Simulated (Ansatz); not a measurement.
## CdTe: electron density at the nuclei under pressure

```yaml
crystal:
  lattice:
    - [3.06529, -3.09461, 0.00000]
    - [3.06529, 3.09461, 0.00000]
    - [0.00000, 0.00000, 6.09065]
  atoms:
    - { symbol: Cd, position: [0.27703, 0.72297, 0.75000] }
    - { symbol: Cd, position: [0.72297, 0.27703, 0.25000] }
    - { symbol: Te, position: [0.76614, 0.23386, 0.75000] }
    - { symbol: Te, position: [0.23386, 0.76614, 0.25000] }
```

Atom numbers follow the list: Cd1, Cd2, Te3, Te4.

The conventional cell has a = 6.131 Å, b = 6.189 Å, c = 6.091 Å, α = 90.00°, β = 90.00°, γ = 90.00°. Cd (atom 1) has 6 Te at 3.03 to 3.16 Å as nearest neighbours. Te (atom 3) is surrounded by 6 Cd at 3.03 to 3.16 Å.

The cell is the one relaxed in the Materials Project (mp-1066480), not relaxed further here; entries there can be hypothetical.

Spin–orbit coupling is left out, though it moves levels of the heavy atoms by tenths of an eV or more.

Method: DFT, PBE, all-electron PAW with datasets made for the crystal, scalar-relativistic (Ansatz 0.2.0).

Sampling and basis: a Γ-centred 9×9×6 k mesh, Fermi–Dirac smearing of 0.05 eV, cutoff 240 eV (chosen by the program for this cell), no spin polarisation.

The contact density is the mean electron density over the nuclear volume; its changes set Mössbauer isomer shifts. Changes below are taken from the unscaled cell, where it is 1.0359e+06 e/Å³ at Cd1, 1.46858e+06 e/Å³ at Te3.

```json
{"V/V(cell)": "0.9400", "P (GPa)": "3.0", "Δρ(0) Cd1 (e/Å³)": "?", "Δρ(0) Te3 (e/Å³)": "-2.18"}
{"V/V(cell)": "0.9600", "P (GPa)": "1.8", "Δρ(0) Cd1 (e/Å³)": "1.01", "Δρ(0) Te3 (e/Å³)": "-1.45"}
{"V/V(cell)": "0.9800", "P (GPa)": "0.7", "Δρ(0) Cd1 (e/Å³)": "0.46", "Δρ(0) Te3 (e/Å³)": "-0.72"}
{"V/V(cell)": "0.9900", "P (GPa)": "0.2", "Δρ(0) Cd1 (e/Å³)": "0.22", "Δρ(0) Te3 (e/Å³)": "?"}
{"V/V(cell)": "1.0000", "P (GPa)": "-0.3", "Δρ(0) Cd1 (e/Å³)": "0.00", "Δρ(0) Te3 (e/Å³)": "0.00"}
{"V/V(cell)": "1.0100", "P (GPa)": "-0.7", "Δρ(0) Cd1 (e/Å³)": "-0.20", "Δρ(0) Te3 (e/Å³)": "?"}
{"V/V(cell)": "1.0200", "P (GPa)": "-1.1", "Δρ(0) Cd1 (e/Å³)": "-0.38", "Δρ(0) Te3 (e/Å³)": "0.71"}
{"V/V(cell)": "1.0400", "P (GPa)": "-1.9", "Δρ(0) Cd1 (e/Å³)": "-0.66", "Δρ(0) Te3 (e/Å³)": "1.43"}
{"V/V(cell)": "1.0600", "P (GPa)": "-2.5", "Δρ(0) Cd1 (e/Å³)": "-0.83", "Δρ(0) Te3 (e/Å³)": "2.19"}
```

Problem. Give the missing entry: row "0.9900", column "Δρ(0) Te3 (e/Å³)".

Solution. -0.36.

Problem. What belongs in the row "0.9400", column "Δρ(0) Cd1 (e/Å³)"?

Solution. 1.67.

Problem. Give the missing entry: row "1.0100", column "Δρ(0) Te3 (e/Å³)".

Solution. 0.36.

The datasets are made afresh for each cell, so very small changes are uncertain. Scalar relativity leaves out the p1/2 density at heavy nuclei.
